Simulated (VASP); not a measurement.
# NaH (Fm-3m) in VASP: further runs, part 2 of 2

VASP 6.6.1. Earlier steps stand in the parts before.

### 3 Relaxation of cell and atoms, PBEsol

Contents of INCAR:

```
SYSTEM = NaH
  PREC = Accurate
  ENCUT = 580
  EDIFF = 1E-7
  ISMEAR = 0
  SIGMA = 0.02
  LREAL = .FALSE.
  LASPH = .TRUE.
  NELM = 80
  ALGO = Normal
  ISIF = 3
  LWAVE = .FALSE.
  LCHARG = .FALSE.
  GGA = PS
  IBRION = 2
  NSW = 90
  EDIFFG = -0.005
```

Contents of KPOINTS:

```
Automatic mesh
0
G
  8 8 8
  0 0 0
```

Contents of POSCAR:

```
NaH
1.0
    0.0000000000      2.3864216700      2.3864216700
    2.3864216700      0.0000000000      2.3864216700
    2.3864216700      2.3864216700      0.0000000000
Na H
1 1
Direct
    0.0000000000      0.0000000000      0.0000000000
    0.5000000000      0.5000000000      0.5000000000
```

Potentials or basis: VASP PAW PBE potentials, release 64 (Na, H).

Run with:

```sh
cat potpaw_PBE.64/Na/POTCAR potpaw_PBE.64/H/POTCAR > POTCAR
mpirun -np 1 vasp_std > vasp.out
```

OUTCAR:

```text
SYSTEM = NaH
   PREC = Accurate
   ENCUT = 580
   EDIFF = 1E-7
   ISMEAR = 0
   LREAL = .FALSE.
   LASPH = .TRUE.
   NELM = 80
   ISIF = 3
   GGA = PS
   IBRION = 2
   NSW = 90
   EDIFFG = -0.005

 ion  position               nearest neighbor table
   1  0.000  0.000  0.000-   2 2.39   2 2.39   2 2.39   2 2.39   2 2.39   2 2.39
   2  0.500  0.500  0.500-   1 2.39   1 2.39   1 2.39   1 2.39   1 2.39   1 2.39

  LATTYP: Found a face centered cubic cell.
 ALAT       =     4.7728433400

  Lattice vectors:

 A1 = (   0.0000000000,   2.3864216700,   2.3864216700)
 A2 = (   2.3864216700,   0.0000000000,   2.3864216700)
 A3 = (   2.3864216700,   2.3864216700,   0.0000000000)

Analysis of symmetry for initial positions (statically):
=====================================================================
 Subroutine PRICEL returns:
 Original cell was already a primitive cell.

 Routine SETGRP: Setting up the symmetry group for a
 face centered cubic supercell.

 Subroutine GETGRP returns: Found 48 space group operations
 (whereof 48 operations were pure point group operations)
 out of a pool of 48 trial point group operations.

The static configuration has the point symmetry O_h .

Analysis of symmetry for dynamics (positions and initial velocities):
=====================================================================
 Subroutine PRICEL returns:
 Original cell was already a primitive cell.

 Routine SETGRP: Setting up the symmetry group for a
 face centered cubic supercell.

 Subroutine GETGRP returns: Found 48 space group operations
 (whereof 48 operations were pure point group operations)
 out of a pool of 48 trial point group operations.

The dynamic configuration has the point symmetry O_h .

 Subroutine INISYM returns: Found 48 space group operations
 (whereof 48 operations are pure point group operations),
 and found     1 'primitive' translations

----------------------------------------------------------------------------------------

                                     Primitive cell

  volume of cell :      27.1814

  direct lattice vectors                    reciprocal lattice vectors
     0.000000000  2.386421670  2.386421670    -0.209518714  0.209518714  0.209518714
     2.386421670  0.000000000  2.386421670     0.209518714 -0.209518714  0.209518714
     2.386421670  2.386421670  0.000000000     0.209518714  0.209518714 -0.209518714

  length of vectors
     3.374909891  3.374909891  3.374909891     0.362897058  0.362897058  0.362897058

  position of ions in fractional coordinates (direct lattice)
     0.000000000  0.000000000  0.000000000
     0.500000000  0.500000000  0.500000000

  ion indices of the primitive-cell ions
   primitive index   ion index
                 1           1
                 2           2
[... 101 lines left out ...]
   LEPSILON=     F    determine dielectric tensor
   LRPA    =     F    only Hartree local field effects (RPA)
 conjugate gradient relaxation of ions
 non-spin polarized calculation
 Gauss-broadening in eV      SIGMA  =   0.02
  energy-cutoff  :      580.00
  volume of cell :       27.18
 maximum number of plane-waves:       887
 NGX is ok and might be reduce to    28
   NGX = 13   NGY = 13   NGZ = 13

--------------------------------------- Ionic step        1  -------------------------------------------

 number of electron       2.0000000 magnetization

 Free energy of the ion-electron system (eV)
  ---------------------------------------------------
  ext. energy  EPLUGINS =         0.00000000
  ---------------------------------------------------
  free energy    TOTEN  =        -5.11441929 eV

  energy without entropy =       -5.11441929  energy(sigma->0) =       -5.11441929

------------------------ aborting loop because EDIFF is reached ----------------------------------------

  FORCE on cell =-STRESS in cart. coord.  units (eV):
  Direction    XX          YY          ZZ          XY          YZ          ZX
  --------------------------------------------------------------------------------------
  -------------------------------------------------------------------------------------
  Total       -0.0116051     -0.0116051     -0.0116051     -0.0000000     -0.0000000      0.0000000
  in kB       -0.6840510     -0.6840510     -0.6840510     -0.0000000     -0.0000000      0.0000000
  external PRESSURE =      -0.6840510 kB  Pullay stress =       0.0000000 kB

 VOLUME and BASIS-vectors are now :
 -----------------------------------------------------------------------------
  energy-cutoff  :      580.00
  volume of cell :       27.18
      direct lattice vectors                 reciprocal lattice vectors
     0.000000000  2.386421670  2.386421670    -0.209518714  0.209518714  0.209518714
     2.386421670  0.000000000  2.386421670     0.209518714 -0.209518714  0.209518714
     2.386421670  2.386421670  0.000000000     0.209518714  0.209518714 -0.209518714

 POSITION                                       TOTAL-FORCE (eV/Angst)
 -----------------------------------------------------------------------------------
      0.00000      0.00000      0.00000         0.000000     -0.000000      0.000000
      2.38642      2.38642      2.38642        -0.000000      0.000000     -0.000000
 -----------------------------------------------------------------------------------
    total drift:                                0.000000      0.000000      0.000000

  FREE ENERGIE OF THE ION-ELECTRON SYSTEM (eV)
  ---------------------------------------------------
  free  energy   TOTEN  =        -5.1144192862 eV

  energy  without entropy=       -5.1144192862  energy(sigma->0) =       -5.11441929

--------------------------------------- Ionic step        2  -------------------------------------------

 number of electron       2.0000000 magnetization

 Free energy of the ion-electron system (eV)
  ---------------------------------------------------
  ext. energy  EPLUGINS =         0.00000000
  ---------------------------------------------------
  free energy    TOTEN  =        -5.11442767 eV

  energy without entropy =       -5.11442767  energy(sigma->0) =       -5.11442767

 E-fermi :  -0.5519     XC(G=0):  -7.7159

 val. band max:       -0.6372298855   @ k =  -0.2500   0.5000   0.2500
 cond. band min:       2.9902622690   @ k =   0.5000   0.0000   0.0000
 fundamental gap:      3.6274921545
 Fermi energy:        -0.5519168211

 k-point     1 :       0.0000    0.0000    0.0000
  band No.  band energies     occupation
      1      -4.4617      2.00000
      2      10.1301      0.00000
      3      15.0177      0.00000
      4      15.0177      0.00000
      5      15.0177      0.00000
[... 177 lines left out ...]
 k-point    24 :      -0.3750    0.2500    0.1250
  band No.  band energies     occupation
      1      -1.1756      2.00000
      2       3.7880      0.00000
      3       7.1311      0.00000
      4      10.4184      0.00000
      5      14.1900      0.00000

 [... further k-points ...]

------------------------ aborting loop because EDIFF is reached ----------------------------------------

  FORCE on cell =-STRESS in cart. coord.  units (eV):
  Direction    XX          YY          ZZ          XY          YZ          ZX
  --------------------------------------------------------------------------------------
  -------------------------------------------------------------------------------------
  Total       -0.0081607     -0.0081607     -0.0081607     -0.0000000     -0.0000000      0.0000000
  in kB       -0.4814273     -0.4814273     -0.4814273     -0.0000000     -0.0000000      0.0000000
  external PRESSURE =      -0.4814273 kB  Pullay stress =       0.0000000 kB

 VOLUME and BASIS-vectors are now :
 -----------------------------------------------------------------------------
  energy-cutoff  :      580.00
  volume of cell :       27.16
      direct lattice vectors                 reciprocal lattice vectors
    -0.000000000  2.385753637  2.385753637    -0.209577381  0.209577381  0.209577381
     2.385753637 -0.000000000  2.385753637     0.209577381 -0.209577381  0.209577381
     2.385753637  2.385753637  0.000000000     0.209577381  0.209577381 -0.209577381

 POSITION                                       TOTAL-FORCE (eV/Angst)
 -----------------------------------------------------------------------------------
     -0.00000      2.38575      2.38575        -0.000000      0.000000      0.000000
      2.38575      2.38575      2.38575         0.000000     -0.000000     -0.000000
 -----------------------------------------------------------------------------------
    total drift:                                0.000000      0.000000      0.000000

  FREE ENERGIE OF THE ION-ELECTRON SYSTEM (eV)
  ---------------------------------------------------
  free  energy   TOTEN  =        -5.1144276674 eV

  energy  without entropy=       -5.1144276674  energy(sigma->0) =       -5.11442767

 reached required accuracy - stopping structural energy minimisation
```

OSZICAR:

```text
N       E                     dE             d eps       ncg     rms          rms(c)
DAV:   1    -0.208626580533E+01   -0.20863E+01   -0.73172E+02   290   0.296E+02
DAV:   2    -0.539631373724E+01   -0.33100E+01   -0.31964E+01   400   0.315E+01
DAV:   3    -0.549010127646E+01   -0.93788E-01   -0.93788E-01   370   0.644E+00
DAV:   4    -0.549064158059E+01   -0.54030E-03   -0.54030E-03   415   0.405E-01
DAV:   5    -0.549064352777E+01   -0.19472E-05   -0.19472E-05   335   0.190E-02    0.293E+00
DAV:   6    -0.519827441686E+01    0.29237E+00   -0.32497E-01   310   0.230E+00    0.138E+00
DAV:   7    -0.511224364417E+01    0.86031E-01   -0.32929E-01   305   0.256E+00    0.325E-01
DAV:   8    -0.511456660610E+01   -0.23230E-02   -0.57086E-03   315   0.450E-01    0.673E-02
DAV:   9    -0.511441741530E+01    0.14919E-03   -0.50095E-04   350   0.105E-01    0.108E-02
DAV:  10    -0.511441976955E+01   -0.23542E-05   -0.28524E-05   365   0.331E-02    0.101E-02
DAV:  11    -0.511441926041E+01    0.50913E-06   -0.40090E-06   350   0.785E-03    0.112E-03
DAV:  12    -0.511441928617E+01   -0.25761E-07   -0.20404E-07   280   0.265E-03
   1 F= -.51144193E+01 E0= -.51144193E+01  d E =-.511442E+01
       N       E                     dE             d eps       ncg     rms          rms(c)
DAV:   1    -0.511442778997E+01   -0.85296E-05   -0.11888E-05   305   0.280E-02    0.272E-03
DAV:   2    -0.511442763597E+01    0.15400E-06   -0.17822E-07   295   0.222E-03    0.139E-03
DAV:   3    -0.511442766737E+01   -0.31406E-07   -0.15999E-07   185   0.168E-03
   2 F= -.51144277E+01 E0= -.51144277E+01  d E =-.838120E-05
```

Run time: 5.2 s. Hardware: 1 thread of Intel Xeon Platinum 8488C (Sapphire Rapids), shared host; peak memory 0.14 GiB.

What came out:

```yaml
Free_energy: -5.1144 eV
Relaxed_volume: 13.58 Å³/atom
Relaxed_cell: a = 3.374 Å, b = 3.374 Å, c = 3.374 Å, α = 60.00°, β = 60.00°, γ = 60.00°
Space_group_after_relaxing_to_0.05_Å: Fm-3m (No. 225)
Energy_gained_by_relaxing: 0.0 meV/atom
Ionic_steps: 2
Pressure_after_relaxing: 0.0 GPa
Band_gap_on_the_k_mesh: 3.63 eV, indirect (least direct gap 4.58 eV)
```

Final structure:
```
CELL_PARAMETERS angstrom
0.00000 2.38575 2.38575
2.38575 0.00000 2.38575
2.38575 2.38575 0.00000
ATOMIC_POSITIONS crystal
Na 0.00000 0.00000 0.00000
H 0.50000 0.50000 0.50000
```

Levels at points of the mesh, in eV from the valence-band top:
```tsv
k point	band 1	band 2	band 3	band 4
(0.00, 0.00, 0.00)	-3.82	10.77	15.65	15.65
(0.50, 0.00, 0.00)	-0.95	3.63	10.85	13.45
(0.50, 0.50, 0.00)	-0.18	4.49	9.90	10.66
```

Caveat: the PAW data sets were made with another functional, which shifts forces and pressure a little.

### 4 Relaxation of cell and atoms, RPBE

Edit INCAR of step 3 so:

```diff
@@ -2,3 +2,3 @@
   PREC = Accurate
-  ENCUT = 580
+  ENCUT = 600
   EDIFF = 1E-7
@@ -13,3 +13,3 @@
   LCHARG = .FALSE.
-  GGA = PS
+  GGA = RP
   IBRION = 2
```

KPOINTS is that of step 3.

POSCAR is that of step 3.

Potentials or basis: VASP PAW PBE potentials, release 64 (Na_pv, H).

Run with:

```sh
cat potpaw_PBE.64/Na_pv/POTCAR potpaw_PBE.64/H/POTCAR > POTCAR
mpirun -np 1 vasp_std > vasp.out
```

OUTCAR:

```text
SYSTEM = NaH
   PREC = Accurate
   ENCUT = 600
   EDIFF = 1E-7
   ISMEAR = 0
   LREAL = .FALSE.
   LASPH = .TRUE.
   NELM = 80
   ISIF = 3
   GGA = RP
   IBRION = 2
   NSW = 90
   EDIFFG = -0.005

 ion  position               nearest neighbor table
   1  0.000  0.000  0.000-
   2  0.500  0.500  0.500-

  LATTYP: Found a face centered cubic cell.
 ALAT       =     4.7728433400

  Lattice vectors:

 A1 = (   0.0000000000,   2.3864216700,   2.3864216700)
 A2 = (   2.3864216700,   0.0000000000,   2.3864216700)
 A3 = (   2.3864216700,   2.3864216700,   0.0000000000)

Analysis of symmetry for initial positions (statically):
=====================================================================
 Subroutine PRICEL returns:
 Original cell was already a primitive cell.

 Routine SETGRP: Setting up the symmetry group for a
 face centered cubic supercell.

 Subroutine GETGRP returns: Found 48 space group operations
 (whereof 48 operations were pure point group operations)
 out of a pool of 48 trial point group operations.

The static configuration has the point symmetry O_h .

Analysis of symmetry for dynamics (positions and initial velocities):
[... 171 lines left out ...]
  external PRESSURE =      23.9544909 kB  Pullay stress =       0.0000000 kB
[... 95 lines left out ...]
--------------------------------------- Ionic step        4  -------------------------------------------

 number of electron       8.0000006 magnetization

 Free energy of the ion-electron system (eV)
  ---------------------------------------------------
  ext. energy  EPLUGINS =         0.00000000
  ---------------------------------------------------
  free energy    TOTEN  =        -4.98612240 eV

  energy without entropy =       -4.98612240  energy(sigma->0) =       -4.98612240

 E-fermi :  -1.1137     XC(G=0):  -7.3229

 val. band max:       -1.2017137703   @ k =  -0.2500   0.5000   0.2500
 cond. band min:       2.6754110366   @ k =   0.5000   0.0000   0.0000
 fundamental gap:      3.8771248068
 Fermi energy:        -1.1137207697

 k-point     1 :       0.0000    0.0000    0.0000
  band No.  band energies     occupation
      1     -23.3925      2.00000
      2     -23.3925      2.00000
      3     -23.3925      2.00000
      4      -4.5578      2.00000
      5       8.8122      0.00000
      6      14.1959      0.00000
      7      14.1959      0.00000
      8      14.1959      0.00000
[... 243 lines left out ...]
 k-point    24 :      -0.3750    0.2500    0.1250
  band No.  band energies     occupation
      1     -23.4556      2.00000
      2     -23.4201      2.00000
      3     -23.4076      2.00000
      4      -1.6464      2.00000
      5       3.4294      0.00000
      6       6.5706      0.00000
      7       9.6406      0.00000
      8      13.3704      0.00000

 [... further k-points ...]

------------------------ aborting loop because EDIFF is reached ----------------------------------------

  FORCE on cell =-STRESS in cart. coord.  units (eV):
  Direction    XX          YY          ZZ          XY          YZ          ZX
  --------------------------------------------------------------------------------------
  -------------------------------------------------------------------------------------
  Total        0.0002319      0.0002319      0.0002319     -0.0000000      0.0000000     -0.0000000
  in kB        0.0124249      0.0124249      0.0124249     -0.0000000      0.0000000     -0.0000000
  external PRESSURE =       0.0124249 kB  Pullay stress =       0.0000000 kB
[... 17 lines left out ...]
  FREE ENERGIE OF THE ION-ELECTRON SYSTEM (eV)
  ---------------------------------------------------
  free  energy   TOTEN  =        -4.9861223995 eV

  energy  without entropy=       -4.9861223995  energy(sigma->0) =       -4.98612240

 reached required accuracy - stopping structural energy minimisation
```

CONTCAR:

```text
NaH
   1.00000000000000
     0.0000000000000000    2.4635325650923172    2.4635325650923172
     2.4635325650923172    0.0000000000000000    2.4635325650923172
     2.4635325650923172    2.4635325650923172   -0.0000000000000000
  Na              H
     1     1
Direct
     1.0000000000000000    1.0000000000000000    1.0000000000000000
     0.5000000000000000    0.5000000000000000    0.5000000000000000

  0.00000000E+00  0.00000000E+00  0.00000000E+00
  0.00000000E+00  0.00000000E+00  0.00000000E+00
```

Wall time 14 s (1 thread of Intel Xeon Platinum 8488C (Sapphire Rapids), shared host); peak memory 0.15 GiB.

Results:

* Free energy: -4.9861 eV
* Relaxed volume: 14.95 Å³/atom
* Relaxed cell: a = 3.484 Å, b = 3.484 Å, c = 3.484 Å, α = 60.00°, β = 60.00°, γ = 60.00°
* Space group after relaxing (to 0.05 Å): Fm-3m (No. 225)
* Energy gained by relaxing: 9.5 meV/atom
* Ionic steps: 4
* Pressure after relaxing: 0.0 GPa
* Band gap on the k mesh: 3.88 eV, indirect (least direct gap 4.67 eV)

The path:
| step | energy change (eV) | largest force (eV/Å) | pressure (GPa) | volume (Å³) |
| --- | --- | --- | --- | --- |
| 1 | 0.0000 | 0.0000 | 2.40 | 27.18 |
| 2 | -0.0100 | 0.0000 | 1.58 | 27.99 |
| 3 | -0.0189 | 0.0000 | 0.11 | 29.75 |
| 4 | -0.0190 | 0.0000 | 0.00 | 29.90 |

Final structure:
```cif
data_structure
_symmetry_space_group_name_H-M 'P 1'
_symmetry_Int_Tables_number 1
_cell_length_a 3.4840
_cell_length_b 3.4840
_cell_length_c 3.4840
_cell_angle_alpha 60.000
_cell_angle_beta 60.000
_cell_angle_gamma 60.000
_cell_volume 29.90
loop_
_atom_site_label
_atom_site_type_symbol
_atom_site_fract_x
_atom_site_fract_y
_atom_site_fract_z
_atom_site_occupancy
Na1 Na 0.00000 0.00000 0.00000 1
H1 H 0.50000 0.50000 0.50000 1
```

Levels at points of the mesh, in eV from the valence-band top:
```csv
k point,band 1,band 2,band 3,band 4,band 5,band 6,band 7,band 8
"(0.00, 0.00, 0.00)",-22.19,-22.19,-22.19,-3.36,10.01,15.40,15.40,15.40
"(0.50, 0.00, 0.00)",-22.27,-22.20,-22.20,-0.79,3.88,10.55,13.17,13.17
"(0.50, 0.50, 0.00)",-22.26,-22.22,-22.22,-0.16,4.72,10.03,10.50,10.50
```

Caveat: the PAW data sets were made with another functional, which shifts forces and pressure a little. A k mesh can miss the band edges.

### 5 The runs side by side

| task | level | potentials or basis | cell | cutoff (eV) | gap on the mesh (eV) | pressure (GPa) | relaxed volume (Å³/atom) |
| --- | --- | --- | --- | --- | --- | --- | --- |
| single point | PBEsol | VASP PAW PBE potentials, release 64 (Na_pv, H) | as given | 520 | 3.62 | 0.3 | - |
| relaxation of cell and atoms | PBEsol | VASP PAW PBE potentials, release 64 (Na, H) | relaxed | 580 | 3.63 | 0.0 | 13.58 |
| relaxation of cell and atoms | RPBE | VASP PAW PBE potentials, release 64 (Na_pv, H) | relaxed | 600 | 3.88 | 0.0 | 14.95 |

Alike in all rows: no spin polarisation; k mesh 8 × 8 × 8; smearing gaussian 0.02 eV.

Caveats: the PAW data sets were made with another functional, which shifts forces and pressure a little.

Total energies depend on the potentials used, so only differences within one code and one set of settings carry meaning.
